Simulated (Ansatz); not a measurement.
# Relaxation of Ti8HO16

Level of theory: Ansatz 0.2.0, DFT PBEsol, scalar-relativistic, plane waves, PAW. (420 eV cutoff, 3×3×3 k-mesh, Gaussian smearing of 0.02 eV, no spin polarisation)

What was changed: H interstitial, charge +1, atoms relaxed.

In a supercell of 25 atoms the defect feels its periodic images.

Spin polarisation was left out.

Command:

```bash
ansatz run input.yaml --threads 4 --pin off --max-ram 10240MiB --backend cpu --events-out ev --progress --plain --runs-dir out
```

Input:

```yaml
crystal:
  lattice:
    - [-4.5912433367, 4.5912433367, 0.0]
    - [4.5912433367, 4.5912433367, 0.0]
    - [0.0, -4.5912433367, -5.8780269696]
  atoms:
    - { symbol: Ti, position: [0.25, 0.75, 0.5] }
    - { symbol: Ti, position: [1.0, 0.5, 1.0] }
    - { symbol: Ti, position: [0.75, 0.25, 0.5] }
    - { symbol: Ti, position: [0.5, 0.0, 1.0] }
    - { symbol: Ti, position: [0.125, 0.125, 0.25] }
    - { symbol: Ti, position: [0.875, 0.875, 0.75] }
    - { symbol: Ti, position: [0.625, 0.625, 0.25] }
    - { symbol: Ti, position: [0.375, 0.375, 0.75] }
    - { symbol: O, position: [0.125, 0.8205605272, 0.25] }
    - { symbol: O, position: [0.875, 0.5705605272, 0.75] }
    - { symbol: O, position: [0.625, 0.3205605272, 0.25] }
    - { symbol: O, position: [0.375, 0.0705605272, 0.75] }
    - { symbol: O, position: [0.6955605272, 0.5, 0.0] }
    - { symbol: O, position: [0.4455605272, 0.25, 0.5] }
    - { symbol: O, position: [0.1955605272, 0.0, 0.0] }
    - { symbol: O, position: [0.9455605272, 0.75, 0.5] }
    - { symbol: O, position: [0.3044394728, 0.5, 0.0] }
    - { symbol: O, position: [0.0544394728, 0.25, 0.5] }
    - { symbol: O, position: [0.8044394728, 0.0, 0.0] }
    - { symbol: O, position: [0.5544394728, 0.75, 0.5] }
    - { symbol: O, position: [0.125, 0.4294394728, 0.25] }
    - { symbol: O, position: [0.875, 0.1794394728, 0.75] }
    - { symbol: O, position: [0.625, 0.9294394728, 0.25] }
    - { symbol: O, position: [0.375, 0.6794394728, 0.75] }
    - { symbol: H, position: [0.1684890413, 0.1979455624, 0.8745533173] }
total_charge: 1
basis:
  ecutwfc: 420
  xc_grid: 2
kpoints:
  mp_grid: { grid: [3, 3, 3], shift: [0.0, 0.0, 0.0] }
hamiltonian:
  xc: pbesol
scf:
  occupations: { method: gaussian, width: 0.02 }
output:
  forces: true
  stress: false
  eigenvalues: true
  write_density: true
  write_potential: true
  elf: true
  volumetric_format: npy
relax:
  adjacent_minimum: "off"
  f_tol: 0.02
  max_steps: 60
```

F is the free energy.

Steps:

| step | F − F(1) (eV) | largest force component (eV/Å) |
| --- | --- | --- |
| 1 | 0.0000 | 1.827 |
| 2 | -0.6303 | 1.098 |
| 3 | -1.2180 | 1.629 |
| 4 | -1.5384 | 2.370 |
| 5 | -2.0401 | 0.456 |
| 6 | -2.1681 | 0.234 |
| 7 | -2.2001 | 0.410 |
| 8 | -2.2383 | 0.201 |
| 9 | -2.2473 | 0.155 |
| 10 | -2.2518 | 0.020 |
| 11 | -2.2519 | 0.009 |

Relaxed structure:

```xyz
25
Lattice="-4.5912 4.5912 0.0000 4.5912 4.5912 0.0000 0.0000 -4.5912 -5.8780" Properties=species:S:1:pos:R:3 pbc="T T T"
Ti    2.3649    2.2066   -2.9914
Ti   -2.2901    2.4017   -6.0021
Ti   -2.2907    2.4021   -2.8734
Ti   -2.2270   -2.3841   -5.8842
Ti    0.0476    0.0345   -1.5008
Ti    0.0157    4.3736   -4.4376
Ti    0.0481    4.6250   -1.4964
Ti   -0.0942    0.1197   -4.4375
O     3.2093    3.1813   -1.5236
O    -1.4039    3.1282   -4.4377
O    -1.3820    3.1815   -1.4740
O    -1.3030   -1.4744   -4.4380
O    -0.9735    5.4836   -0.0264
O    -0.9739    0.8923   -2.9712
O    -0.9449    0.8358   -0.0268
O    -0.9450    5.4269   -2.9711
O     0.9120    3.7468   -0.0233
O     0.9120   -0.8441   -2.9745
O    -3.6616    3.7183   -0.0396
O     0.9299    3.7185   -2.9581
O     1.3611    1.4402   -1.4988
O    -3.4346    1.5254   -4.4379
O     1.3610    6.0316   -1.4989
O     1.3502    1.4486   -4.4378
H     0.3655   -2.4576   -4.4379
```

The run converged. It took 4 min on 4 threads of Arm Neoverse V1, on a shared host, peak memory 1.1 GiB.